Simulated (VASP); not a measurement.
# HfN (F-43m) in VASP: further runs

One crystal, HfN, is run at these levels: PBEsol; tasks: single point.

Everything below comes from runs of VASP 6.6.1. Logs are shortened: lines on timing, memory, paths and dates and some standing lists are left out, and cuts for length are marked.

**1. The structure**

Symmetry: F-43m, No. 216, cubic system. The conventional cell has a = 4.910 Å, b = 4.910 Å, c = 4.910 Å, α = 90.00°, β = 90.00°, γ = 90.00°. Hf (site symmetry -43m) is surrounded by 4 N at 2.13 Å. N (site symmetry -43m) has 4 Hf at 2.13 Å as nearest neighbours.

The cell comes from a database or a generator and needn't be the stable form of this composition.

**2. Single point, PBEsol**

Contents of INCAR:

```
SYSTEM = HfN
PREC = Accurate ; ENCUT = 460
EDIFF = 1E-7 ; ISMEAR = 0
SIGMA = 0.05 ; LREAL = .False.
LASPH = .True. ; NELM = 100
ALGO = Normal ; ISIF = 2
LWAVE = .False. ; LCHARG = .False.
GGA = PS ; ADDGRID = .False.
```

Contents of KPOINTS:

```
Automatic mesh
0
Gamma
  10 10 10
  0 0 0
```

Contents of POSCAR:

```
HfN
1.0
    0.0000000000      2.4548220000      2.4548220000
    2.4548220000      0.0000000000      2.4548220000
    2.4548220000      2.4548220000      0.0000000000
Hf N
1 1
Direct
    0.0000000000      0.0000000000      0.0000000000
    0.2500000000      0.2500000000      0.2500000000
```

Potentials or basis: VASP PAW PBE potentials, release 64 (Hf_pv, N).

On the command line:

```bash
$ cat potpaw_PBE.64/Hf_pv/POTCAR potpaw_PBE.64/N/POTCAR > POTCAR
$ mpirun -np 1 vasp_std > vasp.out
```

OUTCAR:

```text
SYSTEM = HfN
   PREC = Accurate
   ENCUT = 460
   EDIFF = 1E-7
   ISMEAR = 0
   LREAL = .False.
   LASPH = .True.
   NELM = 100
   ISIF = 2
   GGA = PS

 Found     47 irreducible k-points:

 Following reciprocal coordinates:
            Coordinates               Weight
  0.000000  0.000000  0.000000      1.000000
  0.100000  0.000000  0.000000      8.000000
  0.200000  0.000000  0.000000      8.000000
  0.300000  0.000000  0.000000      8.000000
  0.400000  0.000000  0.000000      8.000000
  0.500000  0.000000  0.000000      4.000000
   k-points           NKPTS =     47   k-points in BZ     NKDIM =     47   number of bands    NBANDS=     11
   number of dos      NEDOS =    301   number of ions     NIONS =      2
   total plane-waves  NPLWV =  13824
   dimension x,y,z NGX =    24 NGY =   24 NGZ =   24
   dimension x,y,z NGXF=    48 NGYF=   48 NGZF=   48
   ions per type =               1   1
   NGX,Y,Z   is equivalent  to a cutoff of  11.49, 11.49, 11.49 a.u.
   NGXF,Y,Z  is equivalent  to a cutoff of  22.99, 22.99, 22.99 a.u.
 SYSTEM =  HfN
   PREC   = accura    normal or accurate (medium, high low for compatibility)
   ISTART =      0    job   : 0-new  1-cont  2-samecut
   ICHARG =      2    charge: 1-file 2-atom 10-const
   ISPIN  =      1    spin polarized calculation?
   LNONCOLLINEAR =      F non collinear calculations
   LSORBIT =      F    spin-orbit coupling
   LASPH  =      T    aspherical Exc in radial PAW
   ENCUT  =  460.0 eV  33.81 Ry    5.81 a.u.   6.07  6.07  6.07*2*pi/ulx,y,z
   NELM   =    100;   NELMIN=  2; NELMDL= -5     # of ELM steps
   EDIFF  = 0.1E-06   stopping-criterion for ELM
   LREAL  =      F    real-space projection
   EDIFFG = 0.1E-05   stopping-criterion for IOM
   NSW    =      0    number of steps for IOM
   IBRION =     -1    ionic relax: 0-MD 1-quasi-New 2-CG
   NFREE  =      0    steps in history (QN), initial steepest desc. (CG)
   ISIF   =      2    stress and relaxation
   ISYM   =      2    0-nonsym 1-usesym 2-fastsym
   POTIM  = 0.5000    time-step for ionic-motion
   TEBEG  =    0.0;   TEEND  =   0.0 temperature during run
   PSTRESS=    0.0 pullay stress
   NELECT =      15.0000    total number of electrons
   NUPDOWN=      -1.0000    fix difference up-down
   EMIN   =  10.00;   EMAX   =-10.00  energy-range for DOS
   EFERMI =   0.00;   METHOD = LEGACY
   ISMEAR =     0;   SIGMA  =   0.05  broadening in eV -4-tet -1-fermi 0-gaus
   EFERMI_NEDOS =   21; number of points for ismear=-14 and -15
   IALGO  =     38    algorithm
   IMIX   =      4    mixing-type and parameters
     AMIX     =   0.40;   BMIX     =  1.00
     AMIX_MAG =   1.60;   BMIX_MAG =  1.00
  volume/ion in A,a.u.               =      14.79        99.83
  Fermi-wavevector in a.u.,A,eV,Ry     =   1.305395  2.466839 23.185087  1.704056
  Thomas-Fermi vector in A             =   2.436267
   LORBIT       =      0    0 simple, 1 ext, 2 COOP (PROOUT), +10 PAW based schemes
   GGA     = PS    functional components
   LHFCALC =     F    Hartree Fock is set to
   AEXX    =    0.0000 exact exchange contribution
   IVDW    =     0    specifies the selected vdW correction
   LEPSILON=     F    determine dielectric tensor
   LRPA    =     F    only Hartree local field effects (RPA)
 non-spin polarized calculation
 Gauss-broadening in eV      SIGMA  =   0.05
  energy-cutoff  :      460.00
  volume of cell :       29.59
 maximum number of plane-waves:       678
   NGX = 13   NGY = 13   NGZ = 13

 number of electron      14.9999996 magnetization

 Free energy of the ion-electron system (eV)
  ---------------------------------------------------
  ext. energy  EPLUGINS =         0.00000000
  ---------------------------------------------------
  free energy    TOTEN  =       -22.25652400 eV

  energy without entropy =      -22.25563789  energy(sigma->0) =      -22.25608095

 E-fermi :   5.5841     XC(G=0): -11.3979

 val. band max:        5.5713044579   @ k =   0.1000   0.1000   0.0000
 cond. band min:       5.6538541812   @ k =   0.4000   0.2000   0.0000
 fundamental gap:      0.0825497233
 Fermi energy:         5.5840517175

 k-point     1 :       0.0000    0.0000    0.0000
  band No.  band energies     occupation
      1     -25.4592      2.00000
      2     -25.4592      2.00000
      3     -25.4592      2.00000
      4     -10.4985      2.00000
      5       0.1484      2.00000
      6       0.1484      2.00000
      7       0.1484      2.00000
      8       4.8705      2.00000
      9       7.8023      0.00000
     10       7.8023      0.00000
     11      12.1893      0.00000

 k-point     2 :       0.1000    0.0000    0.0000
  band No.  band energies     occupation
      1     -25.5067      2.00000
      2     -25.4652      2.00000
      3     -25.4652      2.00000
      4     -10.3800      2.00000
      5      -0.0691      2.00000
      6       0.2206      2.00000
      7       0.2206      2.00000
      8       5.4040      2.00000
      9       7.6411      0.00000
     10       7.6411      0.00000
     11      11.9239      0.00000

 k-point     3 :       0.2000    0.0000    0.0000
  band No.  band energies     occupation
      1     -25.6285      2.00000
      2     -25.4810      2.00000
      3     -25.4810      2.00000
      4     -10.0802      2.00000
      5      -0.3975      2.00000
      6       0.3973      2.00000
      7       0.3973      2.00000
      8       6.5431      0.00000
      9       7.4175      0.00000
     10       7.4175      0.00000
     11      11.3978      0.00000

 k-point     4 :       0.3000    0.0000    0.0000
  band No.  band energies     occupation
      1     -25.7743      2.00000
      2     -25.5005      2.00000
      3     -25.5005      2.00000
      4      -9.7367      2.00000
      5      -0.4691      2.00000
      6       0.5832      2.00000
      7       0.5832      2.00000
      8       7.3844      0.00000
      9       7.4910      0.00000
     10       7.4910      0.00000
     11      10.8461      0.00000

 k-point     5 :       0.4000    0.0000    0.0000
  band No.  band energies     occupation
      1     -25.8886      2.00000
      2     -25.5162      2.00000
      3     -25.5162      2.00000
      4      -9.4863      2.00000
      5      -0.2731      2.00000
      6       0.7005      2.00000
      7       0.7005      2.00000
      8       7.3621      0.00000
      9       7.9361      0.00000
     10       7.9361      0.00000
     11      10.0944      0.00000

 k-point     6 :       0.5000    0.0000    0.0000
  band No.  band energies     occupation
      1     -25.9314      2.00000
      2     -25.5221      2.00000
      3     -25.5221      2.00000
      4      -9.3981      2.00000
      5      -0.1250      2.00000
      6       0.7367      2.00000
      7       0.7367      2.00000
      8       7.1424      0.00000
      9       8.3002      0.00000
     10       8.3002      0.00000
     11       9.7768      0.00000

 [... further k-points ...]
[... 5 lines left out ...]
  --------------------------------------------------------------------------------------
  -------------------------------------------------------------------------------------
  Total       -1.1604239     -1.1604239     -1.1604239      0.0000000     -0.0000000      0.0000000
  in kB      -62.8401526    -62.8401526    -62.8401526      0.0000000     -0.0000000      0.0000000
  external PRESSURE =     -62.8401526 kB  Pullay stress =       0.0000000 kB

 VOLUME and BASIS-vectors are now :
 -----------------------------------------------------------------------------
  energy-cutoff  :      460.00
  volume of cell :       29.59
      direct lattice vectors                 reciprocal lattice vectors
     0.000000000  2.454822000  2.454822000    -0.203680756  0.203680756  0.203680756
     2.454822000  0.000000000  2.454822000     0.203680756 -0.203680756  0.203680756
     2.454822000  2.454822000  0.000000000     0.203680756  0.203680756 -0.203680756

 POSITION                                       TOTAL-FORCE (eV/Angst)
 -----------------------------------------------------------------------------------
      0.00000      0.00000      0.00000        -0.000000     -0.000000     -0.000000
      1.22741      1.22741      1.22741         0.000000      0.000000      0.000000
 -----------------------------------------------------------------------------------
    total drift:                                0.000000      0.000000      0.000000

  FREE ENERGIE OF THE ION-ELECTRON SYSTEM (eV)
  ---------------------------------------------------
  free  energy   TOTEN  =       -22.2565239966 eV

  energy  without entropy=      -22.2556378945  energy(sigma->0) =      -22.25608095
```

Run time: 5.2 s. Hardware: 1 thread of Intel Xeon 6975P-C (Granite Rapids), shared host; peak memory 0.14 GiB.

These settings aren't checked as converged: the numbers below hold their error.

Results:

| Property | Result |
| --- | --- |
| Free energy | -22.2565 eV |
| Pressure | -6.3 GPa |
| Band gap on the k mesh | none (metal or under the smearing width) |

Caveat: the cutoff is under 1.25 times the usual one of these potentials, so pressure, stress and relaxed cells hold a basis-set (Pulay) error; the PAW data sets were made with another functional, which shifts forces and pressure a little.

**3. Single point, PBEsol**

INCAR is that of step 2.

KPOINTS is that of step 2.

Contents of POSCAR:

```
HfN
1.0
    0.0000000000      2.4548220000      2.4548220000
    2.4548220000      0.0000000000      2.4548220000
    2.4548220000      2.4548220000      0.0000000000
Hf N
1 1
Direct
    0.0013890000     -0.0035870000      0.0084710000
    0.2560200000      0.2829830000      0.2320270000
```

Potentials or basis: VASP PAW PBE potentials, release 64 (Hf_pv, N).

On the command line:

```bash
$ cat potpaw_PBE.64/Hf_pv/POTCAR potpaw_PBE.64/N/POTCAR > POTCAR
$ mpirun -np 1 vasp_std > vasp.out
```

Wall time 37 s (1 thread of Intel Xeon 6975P-C (Granite Rapids), shared host); peak memory 0.27 GiB.

The run converged, but some of its settings lie outside the range that counts as converged, so its numbers aren't taken as properties of the crystal.

What came out:

```
Free energy            : -22.1709 eV
Pressure               : -4.8 GPa
Largest force          : 1.483 eV/Å
Band gap on the k mesh : none (metal or under the smearing width)
```

Caveat: the cutoff is under 1.25 times the usual one of these potentials, so pressure, stress and relaxed cells hold a basis-set (Pulay) error; the PAW data sets were made with another functional, which shifts forces and pressure a little.

**4. Single point, PBEsol**

INCAR, as its differences from that of step 3:

```diff
@@ -2,3 +2,3 @@
 PREC = Accurate ; ENCUT = 460
-EDIFF = 1E-7 ; ISMEAR = 0
+EDIFF = 1E-7 ; ISMEAR = -5
 SIGMA = 0.05 ; LREAL = .False.
```

KPOINTS is that of step 3.

Contents of POSCAR:

```
HfN
1.0
    0.0000000000      2.4548220000      2.4548220000
    2.4548220000      0.0000000000      2.4548220000
    2.4548220000      2.4548220000      0.0000000000
Hf N
1 1
Direct
    0.0000000000      0.0000000000      0.0000000000
    0.2500000000      0.2500000000      0.2500000000
```

On the command line:

```bash
$ cat potpaw_PBE.64/Hf_pv/POTCAR potpaw_PBE.64/N/POTCAR > POTCAR
$ mpirun -np 1 vasp_std > vasp.out
```

Wall time 5.3 s (1 thread of Intel Xeon 6975P-C (Granite Rapids), shared host); peak memory 0.14 GiB.

These settings aren't checked as converged: the numbers below hold their error.

What came out:

| Property | Result |
| --- | --- |
| Free energy | -22.2549 eV |
| Pressure | -6.4 GPa |
| Band gap on the k mesh | none (metal or under the smearing width) |

Caveat: the cutoff is under 1.25 times the usual one of these potentials, so pressure, stress and relaxed cells hold a basis-set (Pulay) error; the PAW data sets were made with another functional, which shifts forces and pressure a little; tetrahedron occupations give inexact forces and stress in metals.

**5. For comparison**

An earlier run on the cell as given: functional PBEsol; potentials or basis VASP PAW PBE potentials, release 64 (Hf_pv, N); cutoff 520 eV; k mesh 9 × 9 × 9; occupations fermi-dirac, width 0.05 eV; no spin polarisation.

- Pressure: -5.9 GPa
- Band gap on the k mesh: none (metal or under the smearing width)
